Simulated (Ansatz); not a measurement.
# NaI: the band gap up the ladder of functionals

An exercise on one series of results from a longer session: the logs are not shown, and one member is left open.

Program: Ansatz 0.2.0. PAW datasets, plane waves. No spin polarisation and no zero-point or thermal motion.

## The cell

The cell was relaxed beforehand with r2SCAN.

The symmetry is Fm-3m (No. 225, cubic); a = 6.459 Å in the conventional setting, 33.69 Å³ an atom. Na has 6 I at 3.23 Å; I has 6 Na at 3.23 Å.

Coordinates:

```
Na I
1.0
     0.00000    3.22972    3.22972
     3.22972    0.00000    3.22972
     3.22972    3.22972    0.00000
Na I
1 1
Direct
  0.00000 0.00000 0.00000
  0.50000 0.50000 0.50000
```

Set-up of the first run:

Contents of input.yaml:

```yaml
crystal:
  lattice:
    - [0.0, 3.2297205588, 3.2297205588]
    - [3.2297205588, 0.0, 3.2297205588]
    - [3.2297205588, 3.2297205588, 0.0]
  atoms:
    - { symbol: Na, position: [0.0, 0.0, 0.0] }
    - { symbol: I, position: [0.5, 0.5, 0.5] }
kpoints:
  mp_grid: { grid: [8, 8, 8] }
  band_path:
    path:
      - [[0.0, 0.0, 0.0], [0.5, -6.079131289531e-35, 0.5], [0.625, 0.25, 0.625]]
      - [[0.375, 0.375, 0.75], [0.0, 0.0, 0.0], [0.5, 0.5, 0.5], [0.5, 0.25, 0.75], [0.5, -6.079131289531e-35, 0.5]]
    npoints: 10
hamiltonian:
  xc: pbe
scf:
  occupations: { method: fermi_dirac, width: 0.02 }
  n_extra_bands: 4
output:
  forces: true
  stress: true
  eigenvalues: true
  write_density: true
  write_potential: true
  elf: true
  volumetric_format: npy
```

Command:

```
$ ansatz run input.yaml --threads 2 --pin off --max-ram 2211MiB --backend cpu --events-out ev --progress --plain --runs-dir out
```

Among the steps run: PBE band path; r2SCAN; HSE06; PBE+SOC at the same geometry; G0W0 on PBE; PBE0 at the same geometry.

One table of the session follows, with a row left open; its other results are not shown here.

```
                     level  gap (eV)
                       PBE      3.66
                    r2SCAN      4.45
                     HSE06         ?
                   PBE+SOC      3.32
G0W0@PBE (201 empty bands)      5.61
                      PBE0      5.36
```

**Question.** Estimate the row for HSE06.

The run gave: gap (eV): 4.69. In the column «gap (eV)» it lies between r2SCAN (4.45) and PBE0 (5.36).

Meshes: PBE 8×8×8, r2SCAN 8×8×8, HSE06 6×6×6, PBE+SOC 8×8×8, PBE0 6×6×6

In words: The gap runs from 3.32 eV (PBE+SOC) to 5.61 eV (G0W0@PBE (201 empty bands)). PBE reaches 65 % of the G0W0@PBE value, and r2SCAN 79 %. PBE0 lies 0.67 eV above HSE06, which differs from it by screening the long-range exchange. No extrapolation in bands, cutoff or mesh was made for G0W0.

Limits of these values: Warnings in the runs' records: stress exchange threshold loose, stress scf threshold loose.
